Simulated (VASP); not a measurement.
# VASP 6.6.1 run: CO$_{2}$

INCAR

```
LWAVE = .FALSE.
LASPH = .TRUE.
EDIFF = 1E-7
LREAL = Auto
ISMEAR = -1
SIGMA = 0.02
NSW = 0
ENCUT = 520
IBRION = -1
GGA = PE
LCHARG = .FALSE.
ISIF = 2
PREC = Accurate
NELM = 120
NBANDS = 25
```

KPOINTS

```
KPOINTS created by Atomic Simulation Environment
0
Gamma
6 6 6
0 0 0
```

POSCAR

```
C  O
 1.0000000000000000
     3.9833489786000000    0.0000000000000000    0.0000000000000000
     0.0000000000000000    3.9833489786000000    0.0000000000000000
     0.0000000000000000    0.0000000000000000    4.8225714796999997
 C   O
   2   4
Cartesian
  1.9916744892999998  1.9916744892999998  2.4112857398499994
  0.0000000000000000  0.0000000000000000  0.0000000000000000
  1.1712905730379513  2.8120584055620488  2.4112857398499994
  2.8120584055620488  1.1712905730379513  2.4112857398499994
  0.8203839162620487  0.8203839162620485  0.0000000000000000
  3.1629650623379506  3.1629650623379506  0.0000000000000000
```

The recommended PBE PAW datasets give the neutral cell 32 valence electrons.

Command

```
mpirun -np 1 vasp_std
```

OSZICAR

```
N       E                     dE             d eps       ncg     rms          rms(c)
DAV:   1     0.160533592982E+03    0.16053E+03   -0.17038E+04  2000   0.119E+03
DAV:   2    -0.390790172725E+02   -0.19961E+03   -0.19062E+03  2699   0.276E+02
DAV:   3    -0.490099582438E+02   -0.99309E+01   -0.98797E+01  2345   0.626E+01
DAV:   4    -0.490881494476E+02   -0.78191E-01   -0.78152E-01  2555   0.641E+00
DAV:   5    -0.490890776781E+02   -0.92823E-03   -0.92801E-03  2512   0.676E-01    0.137E+01
DAV:   6    -0.460735692688E+02    0.30155E+01   -0.75184E+00  2403   0.198E+01    0.629E+00
DAV:   7    -0.458686073574E+02    0.20496E+00   -0.40827E-01  2424   0.457E+00    0.346E+00
DAV:   8    -0.458149518861E+02    0.53655E-01   -0.27915E-01  2505   0.332E+00    0.797E-01
DAV:   9    -0.458093308552E+02    0.56210E-02   -0.19616E-02  2451   0.101E+00    0.333E-01
DAV:  10    -0.458097000709E+02   -0.36922E-03   -0.43162E-03  2536   0.435E-01    0.528E-02
DAV:  11    -0.458098314757E+02   -0.13140E-03   -0.97601E-05  2292   0.746E-02    0.204E-02
DAV:  12    -0.458098576008E+02   -0.26125E-04   -0.21429E-05  2535   0.338E-02    0.310E-03
DAV:  13    -0.458098582696E+02   -0.66886E-06   -0.10160E-06  2421   0.721E-03    0.130E-03
DAV:  14    -0.458098581378E+02    0.13187E-06   -0.97442E-08  1948   0.261E-03    0.248E-04
DAV:  15    -0.458098581318E+02    0.60131E-08   -0.31831E-08  1592   0.116E-03
   1 F= -.45809858E+02 E0= -.45809858E+02  d E =-.814019E-11
```

From OUTCAR

```
k-points           NKPTS =     40   k-points in BZ     NKDIM =     40   number of bands    NBANDS=     25

   NELECT =      32.0000    total number of electrons

   dimension x,y,z NGX =    30 NGY =   30 NGZ =   36
   dimension x,y,z NGXF=    60 NGYF=   60 NGZF=   72

  energy-cutoff  :      520.00
  volume of cell :       76.52
      direct lattice vectors                 reciprocal lattice vectors
     3.983348979  0.000000000  0.000000000     0.251045039  0.000000000  0.000000000
     0.000000000  3.983348979  0.000000000     0.000000000  0.251045039  0.000000000
     0.000000000  0.000000000  4.822571480     0.000000000  0.000000000  0.207358254

 k-points in reciprocal lattice and weights: KPOINTS created by Atomic Simulation Env
   0.00000000  0.00000000  0.00000000       0.005
   0.16666667  0.00000000  0.00000000       0.019
   0.33333333  0.00000000  0.00000000       0.019
   0.50000000  0.00000000  0.00000000       0.009
   0.16666667  0.16666667  0.00000000       0.019
   0.33333333  0.16666667  0.00000000       0.037
   0.50000000  0.16666667  0.00000000       0.019
   0.33333333  0.33333333  0.00000000       0.019
   ...

 E-fermi :  -1.9177

 k-point     1 :       0.0000    0.0000    0.0000
  band No.  band energies     occupation
      1     -23.6086      2.00000
      2     -23.2634      2.00000
      3     -22.2905      2.00000
      4     -22.2905      2.00000
      5      -8.2237      2.00000
      6      -7.8530      2.00000
      7      -7.7222      2.00000
      8      -6.7397      2.00000
      9      -6.7397      2.00000
     10      -6.0414      2.00000
     11      -6.0414      2.00000
     12      -6.0116      2.00000
     13      -4.1945      2.00000
     14      -3.3771      2.00000
     15      -3.0428      2.00000
     16      -3.0428      2.00000
     17       4.1544      0.00000
     18       4.8780      0.00000
     19       5.2800      0.00000
     20       5.2800      0.00000
     21       6.7243      0.00000
     22       8.0980      0.00000
     23      11.9773      0.00000
     24      12.8882      0.00000
     25      13.7090      0.00000

 k-point     2 :       0.1667    0.0000    0.0000
  band No.  band energies     occupation
      1     -23.5710      2.00000
      2     -23.2664      2.00000
      3     -22.3099      2.00000
      4     -22.3043      2.00000
      5      -8.1596      2.00000
      6      -7.8825      2.00000
      7      -7.6145      2.00000
      8      -6.9260      2.00000
      9      -6.7284      2.00000
     10      -6.2395      2.00000
     11      -6.1274      2.00000
     12      -6.1081      2.00000
     13      -3.9371      2.00000
     14      -3.2540      2.00000
     15      -3.0623      2.00000
     16      -3.0487      2.00000
     17       4.5416      0.00000
     18       4.9952      0.00000
     19       5.3522      0.00000
     20       5.3561      0.00000
     21       6.5696      0.00000
     22       8.3725      0.00000
     23      11.4616      0.00000
     24      12.8520      0.00000
     25      13.5980      0.00000

 ...

  Total        4.9625549      4.9625549      1.2587651      0.0000000      0.0000000      0.0000000
  in kB      103.9059737    103.9059737     26.3560241      0.0000000      0.0000000      0.0000000
  external PRESSURE =      78.0559905 kB  Pullay stress =       0.0000000 kB

 POSITION                                       TOTAL-FORCE (eV/Angst)
 -----------------------------------------------------------------------------------
      1.99167      1.99167      2.41129         0.000000      0.000000      0.000000
      0.00000      0.00000      0.00000         0.000000      0.000000      0.000000
      1.17129      2.81206      2.41129        -1.006934      1.006934      0.000000
      2.81206      1.17129      2.41129         1.006934     -1.006934      0.000000
      0.82038      0.82038      0.00000         1.006934      1.006934     -0.000000
      3.16297      3.16297      0.00000        -1.006934     -1.006934      0.000000
 -----------------------------------------------------------------------------------
    total drift:                                0.000000      0.000000      0.000000

  FREE ENERGIE OF THE ION-ELECTRON SYSTEM (eV)
  ---------------------------------------------------
  free  energy   TOTEN  =       -45.8098581318 eV

  energy  without entropy=      -45.8098581317  energy(sigma->0) =      -45.80985813
```

It converged. Results: gap between bands v and c on the k mesh 6.52 eV; least direct gap on the k mesh 7.20 eV; pressure 7.8 GPa; largest force 1.42 eV/Å. Band v is the last that the valence electrons fill when counted band by band, and c is the next.

For comparison, a separate PBE run of the intended cell, on usual settings and not on those above, gives a gap of 6.52 eV on its mesh and a pressure of 7.9 GPa.

The run above took about 70 s on one core of a shared host (Intel Xeon Platinum 8488C) and held 0.19 GiB at most.
